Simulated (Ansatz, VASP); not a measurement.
**GaN in two plane-wave programs**

Wanted: the spread between two codes on one cell, functional and k mesh. The cell is taken from a series of runs on this material, whose earlier steps may have relaxed, scaled, displaced or heated it; both programs get it as it stands.

Calculated with Ansatz 0.2.0; plane waves, with VASP 6.6.1 beside it; HSE06.

### 1. The starting structure

The cell holds 2 atoms: 1 Ga and 1 N. Cell: a = 3.164 Å, b = 3.164 Å, c = 23.200 Å, α = 90.0°, β = 90.0°, γ = 120.0°. Vacuum lies along c.

### 2. VASP: single point, HSE06

With cell and atoms fixed, the geometry can't cause a difference; cores, projectors, grids and the points listed under the comparison can.

Lines of VASP's logs that name or quote its potential files are left out, and so is its time.

The run reads the wave functions of an earlier VASP run, which isn't shown here.

File INCAR:

```
SYSTEM = GaN
PREC = Accurate
ENCUT = 520
EDIFF = 1E-06
NELM = 100
ISMEAR = 0
SIGMA = 0.01
LREAL = .FALSE.
ALGO = Normal
LHFCALC = .TRUE.
AEXX = 0.25
GGA = PE
HFSCREEN = 0.208
LASPH = .TRUE.
NBANDS = 15
PRECFOCK = Fast
LORBIT = 11
LWAVE = .FALSE.
LCHARG = .FALSE.
KPAR = 4
NCORE = 2
ISIF = 2
LDIPOL = .TRUE.
IDIPOL = 3
DIPOL = 0.5 0.5 0.5
LVHAR = .TRUE.
```

File POSCAR:

```
GaN
1.0
    3.1639779578      0.0000000000      0.0000000000
   -1.5819889789      2.7400852885      0.0000000000
    0.0000000000      0.0000000000     23.2000000000
Ga N
1 1
Direct
    0.3333333333      0.6666666667      0.5000000000
    0.6666666667      0.3333333333      0.5000000000
```

File KPOINTS:

```
Automatic mesh
0
Gamma
6 6 1
0 0 0
```

PAW data sets: Ga_d and N (PBE family, release 64).

Run with:

```
$ mpirun -np 8 vasp_std
```

Numbers of over 12 decimals in the logs are rounded to 6 here.

Output:

```text
[banner, memory and clock lines left out]
running    8 mpi-ranks, on    1 nodes
 distrk:  each k-point on    2 cores,    4 groups
 distr:  one band on    2 cores,    1 groups

 POSCAR found type information on POSCAR GaN
 POSCAR found :  2 types and       2 ions
 LDA part: xc-table for (Slater+PW92), standard interpolation
 found WAVECAR, reading the header
 POSCAR, INCAR and KPOINTS ok, starting setup
 FFT: planning ... GRIDC
 FFT: planning ... GRID_SOFT
 FFT: planning ... GRID
 reading WAVECAR
 the WAVECAR file was read successfully
 initial charge from wavefunction
 entering main loop
       N       E                     dE             d eps       ncg     rms          rms(c)
DAV:   1    -0.139662315423E+02   -0.13966E+02   -0.71388E-01   327   0.247E+01    0.621E-01
DAV:   2    -0.139623662303E+02    0.38653E-02   -0.73281E-02   300   0.553E+00    0.442E-01
DAV:   3    -0.139592070685E+02    0.31592E-02   -0.95782E-03   288   0.219E+00    0.255E-01
DAV:   4    -0.139588251731E+02    0.38190E-03   -0.24388E-03   335   0.635E-01    0.116E-01
DAV:   5    -0.139586727059E+02    0.15247E-03   -0.18192E-04   281   0.139E-01    0.651E-02
DAV:   6    -0.139586093296E+02    0.63376E-04   -0.39824E-05   273   0.577E-02    0.378E-02
DAV:   7    -0.139585847266E+02    0.24603E-04   -0.11284E-05   273   0.301E-02    0.231E-02
DAV:   8    -0.139585761560E+02    0.85707E-05   -0.44902E-06   259   0.178E-02    0.148E-02
DAV:   9    -0.139585746766E+02    0.14794E-05   -0.18742E-06   219   0.106E-02    0.981E-03
DAV:  10    -0.139585763493E+02   -0.16727E-05   -0.10300E-06   198   0.765E-03    0.681E-03
DAV:  11    -0.139585795093E+02   -0.31600E-05   -0.53036E-07   203   0.517E-03    0.487E-03
DAV:  12    -0.139585833540E+02   -0.38446E-05   -0.40798E-07   205   0.433E-03    0.372E-03
DAV:  13    -0.139585873360E+02   -0.39820E-05   -0.26029E-07   196   0.311E-03    0.296E-03
DAV:  14    -0.139585913613E+02   -0.40254E-05   -0.19839E-07   189   0.261E-03    0.247E-03
[...]
DAV:  33    -0.139586401419E+02   -0.13557E-05   -0.43284E-09   182   0.246E-04    0.715E-04
DAV:  34    -0.139586414273E+02   -0.12854E-05   -0.36895E-09   189   0.233E-04    0.690E-04
DAV:  35    -0.139586426524E+02   -0.12251E-05   -0.32514E-09   182   0.219E-04    0.667E-04
DAV:  36    -0.139586438186E+02   -0.11662E-05   -0.28013E-09   182   0.205E-04    0.644E-04
DAV:  37    -0.139586449362E+02   -0.11176E-05   -0.24513E-09   196   0.189E-04    0.623E-04
DAV:  38    -0.139586460052E+02   -0.10690E-05   -0.21052E-09   189   0.179E-04    0.603E-04
DAV:  39    -0.139586470338E+02   -0.10286E-05   -0.18420E-09   196   0.163E-04    0.584E-04
DAV:  40    -0.139586480226E+02   -0.98879E-06   -0.15945E-09   196   0.155E-04
   1 F= -.13958648E+02 E0= -.13958648E+02  d E =-.423172E-18
```

OUTCAR, selected parts (step 2):

```text
ion  position               nearest neighbor table
   1  0.333  0.667  0.500-   2 1.83   2 1.83   2 1.83
   2  0.667  0.333  0.500-   1 1.83   1 1.83   1 1.83

  LATTYP: Found a hexagonal cell.
 ALAT       =     3.1639779578
 C/A-ratio  =     7.3325416009

 Subroutine GETGRP returns: Found 12 space group operations
 (whereof 12 operations were pure point group operations)

The static configuration has the point symmetry D_3h.

 Found      7 irreducible k-points:

   k-points           NKPTS =      7   k-points in BZ     NKDIM =     36   number of bands    NBANDS=     15

   dimension x,y,z NGX =    24 NGY =   24 NGZ =  180
   dimension x,y,z NGXF=    48 NGYF=   48 NGZF=  360

   ENCUT  =  520.0 eV  38.22 Ry    6.18 a.u.   5.88  5.88 43.14*2*pi/ulx,y,z

   NELECT =      18.0000    total number of electrons

 k-points in reciprocal lattice and weights: Automatic mesh
   0.00000000  0.00000000  0.00000000       0.028
   0.16666667  0.00000000  0.00000000       0.167
   0.33333333  0.00000000  0.00000000       0.167
   0.50000000 -0.00000000  0.00000000       0.083
   0.16666667  0.16666667  0.00000000       0.167
   0.33333333  0.16666667  0.00000000       0.333
   0.33333333  0.33333333  0.00000000       0.056

  exchange ACFDT corr.  =         0.00000000  see jH, gK, PRB 81, 115126

 dipolmoment           0.000000      0.000000      0.000000 electrons x Angstroem

 average (electrostatic) potential at core
       1 -65.5986       2 -65.8702

 E-fermi :  -4.8102

 k-point     1 :       0.0000    0.0000    0.0000
  band No.  band energies     occupation
    ...
      5     -19.9551      2.00000
      6     -18.9993      2.00000
      7      -7.7519      2.00000
      8      -5.0377      2.00000
      9      -5.0377      2.00000
     10      -1.2144      0.00000
     11       0.7685      0.00000
     12       0.8602      0.00000
     13       1.4248      0.00000
     14       1.5678      0.00000
    ...

 k-point     2 :       0.1667    0.0000    0.0000
  band No.  band energies     occupation
    ...
      5     -19.9599      2.00000
      6     -18.8030      2.00000
      7      -7.2677      2.00000
      8      -6.9874      2.00000
      9      -5.6093      2.00000
     10      -0.1003      0.00000
     11       1.2163      0.00000
     12       1.4373      0.00000
     13       2.0460      0.00000
     14       2.1201      0.00000
    ...

 k-point     3 :       0.3333    0.0000    0.0000
  band No.  band energies     occupation
    ...
      5     -19.9608      2.00000
      6     -18.1561      2.00000
      7      -9.9226      2.00000
      8      -6.6030      2.00000
      9      -6.0667      2.00000
     10       1.4570      0.00000
     11       1.7442      0.00000
     12       3.0826      0.00000
     13       3.4077      0.00000
     14       3.5456      0.00000
    ...

  Total        0.5744970      0.5744970     -0.0113458      0.0000000     -0.0000000      0.0000000
  in kB        4.5762828      4.5762828     -0.0903774      0.0000000     -0.0000000      0.0000000
  external PRESSURE =       3.0207294 kB  Pullay stress =       0.0000000 kB

  energy-cutoff  :      520.00
  volume of cell :      201.13
      direct lattice vectors                 reciprocal lattice vectors
     3.163977958  0.000000000  0.000000000     0.316057828  0.182476072  0.000000000
    -1.581988979  2.740085288  0.000000000     0.000000000  0.364952144  0.000000000
     0.000000000  0.000000000 23.200000000     0.000000000  0.000000000  0.043103448

 POSITION                                       TOTAL-FORCE (eV/Angst)
 -----------------------------------------------------------------------------------
     -0.00000      1.82672     11.60000         0.000000      0.000000      0.000000
      1.58199      0.91336     11.60000        -0.000000     -0.000000      0.000000
 -----------------------------------------------------------------------------------
    total drift:                                0.000006     -0.000004      0.000000

  FREE ENERGIE OF THE ION-ELECTRON SYSTEM (eV)
  ---------------------------------------------------
  free  energy   TOTEN  =       -13.9586480226 eV

  energy  without entropy=      -13.9586480226  energy(sigma->0) =      -13.95864802

 vacuum level on the upper side and lower side of the slab         1.145         1.145

 total charge
# of ion       s       p       d       tot
------------------------------------------
    1        0.816   0.946  10.206  11.967
    2        1.217   2.562   0.000   3.780
--------------------------------------------------
tot          2.033   3.508  10.206  15.747

[... 3 further parts left out ...]
```

The k-mesh is coarse for exact exchange; levels may shift by about 0.1 eV on a finer one.

### 3. Ansatz: single point, HSE06

Ansatz runs on its PAW soft_1 files.

The same cell, functional and mesh now go to Ansatz, which takes its cutoff from its data sets.

File input.yaml:

```yaml
crystal:
  lattice:
    - [3.1639779578, 0.0, 0.0]
    - [-1.5819889789, 2.7400852885, 0.0]
    - [0.0, 0.0, 23.2]
  atoms:
    - { symbol: Ga, position: [0.3333333333, 0.6666666667, 0.5] }
    - { symbol: "N", position: [0.6666666667, 0.3333333333, 0.5] }
  periodic: [true, true, false]
kpoints:
  mp_grid: { grid: [6, 6, 1] }
  band_path:
    path: [[0.0, 0.0, 0.0], [0.5, 0.0, 0.0], [0.3333333333, 0.3333333333, 0.0]]
    npoints: 1
hamiltonian:
  xc: hse06
  pseudopotentials: { kind: paw, azcp: { folder: soft_1 } }
scf:
  occupations: { method: fixed }
  n_extra_bands: 4
output:
  eigenvalues: true
```

Run with:

```
$ ansatz run input.yaml --threads 4 --pin off --max-ram 17510MiB --backend cpu --events-out ev --progress --plain --runs-dir out
```

Output:

```text
scf.n_extra_bands = 4 over 9 filled bands (N_el = 18.0): the run solves 13 bands
Engine: ansatz 0.2.0, aarch64-unknown-linux-gnu
Pseudopotentials: kind: paw
Pseudopotential: Ga, paw, valence charge 13, recommended cutoff 420 eV (normal), soft_1/Ga.paw.azcp
Pseudopotential: N, paw, valence charge 5, recommended cutoff 420 eV (normal), soft_1/N.paw.azcp
Functional definition: HSE06
  parameter a = 0.25
  parameter omega = 0.11/bohr
  exchange = pbe_x - a*pbe_x_sr(omega) + a*exact_x_sr(omega)
  correlation = pbe_c
davidson cushion auto → on  (no smearing: the cushion is to keep the highest requested band from converging to the state above it; pin scf.eigensolver.cushion to override)
Crystal: 2 atoms, lattice volume = 201.134 Å³
Basis set: ecut = 420 eV, 3845 PW (Γ)
Bands: 13, of which v1, the nominal top of the filled ones, is band 9 counted from 1 (8 counted from 0)
Symmetry: 12 space group operations
Space group: P-6m2 (ITA 187), of the structure as read, at distance tolerance 5.9e-5 Å
k-points: 7 of 36 (time reversal used)
Non-local potential: Ga, projectors of the file, l = 0: 2, l = 1: 2, l = 2: 3, l = 3: 1
Non-local potential: N, projectors of the file, l = 0: 2, l = 1: 2, l = 2: 1
PAW form: soft (Blöchl's): semilocal exchange-correlation on the pseudo side does not see the compensation charge
PAW frozen core: Ga, regenerated for the run's functional, and the local potential with it (the file was generated under x = pbe(κ = 0.804, μ = 0.219515), c = pbe(β = 0.066725))
PAW frozen core: N, regenerated for the run's functional, and the local potential with it (the file was generated under x = pbe(κ = 0.804, μ = 0.219515), c = pbe(β = 0.066725))
PAW one-centre angular grid: Ga, 590 points (default); XC on 64 Gauss nodes
PAW one-centre angular grid: N, 110 points (default); XC on 64 Gauss nodes
Initial density: superposition of atomic densities (neutral atoms: chi_scale 0, normalization atom)
Initial wavefunctions: pseudopotential atomic-orbital guess
Functional: x = pbe(κ = 0.804, μ = 0.219515), c = pbe(β = 0.066725), warm-up for x = pbe(κ = 0.804, μ = 0.219515) + 0.25 (exact − pbe) at short range (hse, ω = 0.207870 Å⁻¹), c = pbe(β = 0.066725); HSE06 as pw.x's `hse` composes it (authors' and Libxc's form: `xc: wpbeh`)
iter 1 solved again at ethr=5.75e-2 eV; its pass at ethr=1.00e-1 eV (dr2=1.03e1 eV) is discarded
SCF iter   1: F=—  HF=-4170.097234 eV  |F-HF|=—  |Δ(HF+E_count)|=         —  Δρ=6.36e-2  dr2=1.04e1  ethr=5.75e-2  ⟨swp⟩=3.0  Hψ=538  notcnv=0
preconditioner: auto → none  [insulator: Δε(μ)=4.645 eV  Ē_g=17.316 eV  n_scr=12 (ndim 8)  ℏωp=11.1 eV  f_vac=0.785]
SCF iter   2: F=—  HF=-4168.118480 eV  |F-HF|=—  |Δ(HF+E_count)|=    1.98e0  Δρ=4.63e-2  dr2=3.63e0  ethr=5.75e-2  ⟨swp⟩=4.3  Hψ=269  notcnv=0  defer=6
iter 3 solved again at ethr=6.44e-4 eV; its pass at ethr=2.02e-2 eV (dr2=1.16e-1 eV) is discarded
SCF iter   3: F=—  HF=-4167.194596 eV  |F-HF|=—  |Δ(HF+E_count)|=   9.24e-1  Δρ=9.99e-3  dr2=1.13e-1  ethr=6.44e-4  ⟨swp⟩=3.9  Hψ=491  notcnv=0  defer=8
SCF iter   4: F=—  HF=-4167.197519 eV  |F-HF|=—  |Δ(HF+E_count)|=   2.92e-3  Δρ=3.45e-3  dr2=2.08e-2  ethr=6.30e-4  ⟨swp⟩=4.4  Hψ=264  notcnv=0  defer=8
SCF iter   5: F=—  HF=-4167.187824 eV  |F-HF|=—  |Δ(HF+E_count)|=   9.69e-3  Δρ=1.28e-3  dr2=3.93e-3  ethr=1.16e-4  ⟨swp⟩=3.9  Hψ=282  notcnv=0  defer=2
SCF iter   6: F=—  HF=-4167.186735 eV  |F-HF|=—  |Δ(HF+E_count)|=   1.09e-3  Δρ=6.33e-4  dr2=8.31e-4  ethr=2.18e-5  ⟨swp⟩=3.4  Hψ=232  notcnv=0  defer=1
SCF iter   7: F=-4167.186469 eV  HF=-4167.186471 eV  |F-HF|=2.14e-6  |Δ(HF+E_count)|=   2.64e-4  Δρ=4.91e-5  dr2=4.21e-6  ethr=4.61e-6  ⟨swp⟩=3.7  Hψ=249  notcnv=0
SCF 1 stopped early in 7 iterations: F = -4167.186469 eV  dr2 = 4.21e-6
  greatest PAW one-centre occupation: 0.996 electrons in one spin orbital (limit 2), on the Ga atom at site 0 (counted from 0), in its partial waves of l = 2
Initial density: handed on by an earlier stage of this run
Initial wavefunctions: those handed on with the density
Functional: x = pbe(κ = 0.804, μ = 0.219515) + 0.25 (exact − pbe) at short range (hse, ω = 0.207870 Å⁻¹), c = pbe(β = 0.066725); HSE06 as pw.x's `hse` composes it (authors' and Libxc's form: `xc: wpbeh`)
Exchange kernel: α = 0.2500, screened, ω = 0.2079 Å⁻¹, Wigner–Seitz truncation, v(0) = 1044.2589 eV·Å³, q-mesh 6×6×1, nearest image of the exchange supercell L = 18.98 Å, pair-density grid 15×15×108, without the augmentation charges, whose exchange is taken in its separable form by FFT convolution over the k-point mesh (sized by the pseudopotential files, 20×20×160 at the most), smooth part of the exact exchange by density-matrix convolution
Frozen-core exchange: fock
SCF iter   1: F=—  HF=-4167.608188 eV  |F-HF|=—  |Δ(HF+E_count)|=         —  Δρ=6.58e-3  dr2=4.24e-2  ethr=2.34e-7  ⟨swp⟩=14.9  Hψ=786  notcnv=0
preconditioner: auto → none  [insulator: Δε(μ)=3.675 eV  Ē_g=18.956 eV  n_scr=12 (ndim 8)  ℏωp=11.1 eV  f_vac=0.815]
SCF iter   2: F=—  HF=-4167.594177 eV  |F-HF|=—  |Δ(HF+E_count)|=   1.40e-2  Δρ=2.72e-3  dr2=1.78e-2  ethr=2.34e-7  ⟨swp⟩=6.9  Hψ=539  notcnv=0  defer=15
SCF iter   3: F=—  HF=-4167.590131 eV  |F-HF|=—  |Δ(HF+E_count)|=   4.05e-3  Δρ=8.44e-4  dr2=1.99e-3  ethr=2.34e-7  ⟨swp⟩=6.0  Hψ=439  notcnv=0  defer=21
SCF iter   4: F=—  HF=-4167.598201 eV  |F-HF|=—  |Δ(HF+E_count)|=   8.07e-3  Δρ=6.54e-4  dr2=4.72e-4  ethr=2.34e-7  ⟨swp⟩=7.1  Hψ=491  notcnv=0  defer=7
SCF iter   5: F=—  HF=-4167.598020 eV  |F-HF|=—  |Δ(HF+E_count)|=   1.81e-4  Δρ=6.37e-5  dr2=3.02e-5  ethr=2.34e-7  ⟨swp⟩=4.4  Hψ=362  notcnv=0
SCF iter   6: F=—  HF=-4167.598183 eV  |F-HF|=—  |Δ(HF+E_count)|=   1.63e-4  Δρ=1.10e-4  dr2=2.37e-5  ethr=2.01e-8  ⟨swp⟩=6.3  Hψ=412  notcnv=0
SCF iter   7: F=-4167.598176 eV  HF=-4167.598176 eV  |F-HF|=6.10e-8  |Δ(HF+E_count)|=   7.19e-6  Δρ=5.69e-6  dr2=1.16e-6  ethr=2.01e-8  ⟨swp⟩=4.3  Hψ=321  notcnv=0
SCF 2 stopped early in 7 iterations: F = -4167.598176 eV  dr2 = 1.16e-6
hybrid outer 1: dexx = +9.290e-3 eV, tail = 3.79e-5 eV
Exchange kernel: α = 0.2500, screened, ω = 0.2079 Å⁻¹, Wigner–Seitz truncation, v(0) = 1044.2589 eV·Å³, q-mesh 6×6×1, nearest image of the exchange supercell L = 18.98 Å, pair-density grid 15×15×108, without the augmentation charges, whose exchange is taken in its separable form by FFT convolution over the k-point mesh (sized by the pseudopotential files, 20×20×160 at the most), smooth part of the exact exchange by density-matrix convolution
Frozen-core exchange: fock
SCF iter   1: F=—  HF=-4167.597913 eV  |F-HF|=—  |Δ(HF+E_count)|=         —  Δρ=1.42e-5  dr2=2.61e-7  ethr=1.05e-6  ⟨swp⟩=2.9  Hψ=225  notcnv=0
preconditioner: auto → none  [insulator: Δε(μ)=3.648 eV  Ē_g=18.636 eV  n_scr=12 (ndim 8)  ℏωp=11.1 eV  f_vac=0.817]
SCF iter   2: F=—  HF=-4167.597914 eV  |F-HF|=—  |Δ(HF+E_count)|=   1.11e-6  Δρ=1.16e-5  dr2=1.92e-7  ethr=1.08e-9  ⟨swp⟩=7.0  Hψ=433  notcnv=0  defer=1
iter 3 solved again at ethr=4.19e-11 eV; its pass at ethr=1.01e-9 eV (dr2=7.55e-9 eV) is discarded
SCF iter   3: F=-4167.597914 eV  HF=-4167.597914 eV  |F-HF|=5.93e-9  |Δ(HF+E_count)|=   3.94e-8  Δρ=3.28e-6  dr2=1.29e-8  ethr=4.19e-11  ⟨swp⟩=3.3  Hψ=520  notcnv=0
SCF 3 converged in 3 iterations: F = -4167.597914 eV  dr2 = 1.29e-8
hybrid outer 2: dexx = +4.562e-7 eV, tail = 4.96e-8 eV, Δε = 4.64e-3 eV (about 2.05e-4 eV left of the loop's levels)
NSCF: frozen V_eff on 3 k-points
hybrid SCF converged: 2 outer / 10 inner (+7 warm-up), last move |dexx| = 4.56e-7 eV, tail = 4.96e-8 eV
Stability not checked: this state was not tested for a lower state beside it, because the functional holds exact exchange (a hybrid, or Hartree-Fock), whose exchange loop this test does not read (fock_operator; see scf.lower_state_search)
Free energy (F): -4167.597914 eV
Frozen-core exchange: fock
Harris-Foulkes:  -4167.597914 eV  (|F-HF|=5.93e-9)
Internal energy: -4167.597914 eV  (E = F + TS)
E sigma→0 (E₀):  -4167.597914 eV
Fermi energy:    -5.986837 eV
--- Per-component energies (eV) ---
  E_band       = -305.681056
  E_kinetic    = 239.233645
  E_local      = -19308.785021  (includes V_loc(G=0)·N_el)
  E_nonlocal   = -56.013478
  E_hartree    = 9715.344083
  E_xc         = -98.010830
  E_vxc        = -103.812797  (∫ρ·V_xc dr)
  E_exx        = -61.797073  (= α·E_x^exact, valence–valence)
  E_paw        = -2087.051153  (= ΣΔE_a)
  E_vpaw       = -383.397534  (= ΣTr[D̂ρ^β])
  E_aug_tail   = 0.000607  (compensation charges beyond the density's cutoff)
  E_ewald      = 7489.391201
  E_core_change = 0.090104  (= ΣΔE_core)
  E_smearing   = -0.000000  (= −TS)
  E_closure    = 0.000000  (closes the sum)
  Σ components = -4167.597914   (vs F -4167.597914, Δ=0.00e0)
--- Band table (eV; the first three rows and the last of 7) ---
  k-point 0: bands = [... 5 lower, -20.1588, -8.8639, -6.1419, -6.1419, -2.3388, -0.3219, 0.0981, 0.7394]
  k-point 1: bands = [... 5 lower, -19.9598, -8.3805, -8.0934, -6.7144, -1.2232, 0.1136, 0.7749, 1.2066]
  k-point 2: bands = [... 5 lower, -19.3059, -11.0259, -7.7087, -7.1816, 0.3366, 0.6330, 2.2602, 2.4562]
  k-point 6: bands = [... 5 lower, -18.3284, -11.8266, -10.6105, -5.9868, 0.5662, 3.4071, 4.0906, 4.9070]
  the weakly bound empty levels are not read free of the cell's end (exact_exchange)
```

In the SCF lines HF is the Harris–Foulkes energy and dr2 the Hartree energy of the density residual, in eV; the loop may stop once dr2 is under the threshold and the program's other checks hold. Hψ counts applications of the Hamiltonian.

### 4. Side by side

Known differences besides the potentials themselves: exact exchange at q = 0 is treated differently, which shows on coarse meshes; VASP keeps PBE cores, Ansatz makes them for the functional; fixed occupations in Ansatz, narrow Gaussian smearing in VASP; Ansatz cuts the interaction across the vacuum, VASP repeats the sheet with a dipole correction (LDIPOL); the cutoff is 420 eV in Ansatz and 520 eV in VASP; VASP takes a coarser grid for exact exchange (PRECFOCK = Fast). Total energies have different zeros and are not compared.

Compared:

```csv
quantity,Ansatz,VASP,difference
gap on the k mesh (eV),3.648,3.654,-0.006
```

A gap on the mesh is an upper bound, since the band edges may lie between its points. Where the cell holds vacuum, a pressure given here is an average over it and none of the material.

### 5. Outcome

```yaml
difference_in_gap_on_the_k_mesh_single_point_hse06: -0.0063 eV
```

The difference in gap on the k mesh is -0.0063 eV (single point, HSE06), within the 0.08 eV picked in this series as the mark of a large difference. How closely two codes agree says nothing of how well the functional describes the real material.

[Lines on the potential files, build, host, timing and source positions are cut from VASP's logs without a mark.]

[Logs are printed without paths, hosts, clocks, repeated set-up lines and the standing remarks that a program may print on its own settings, such as how far it seeks lower states.]

[Hosts, paths, dates, database ids (printed as entryN), source tags and the programs' standing remarks are cut or masked in the printed files.]
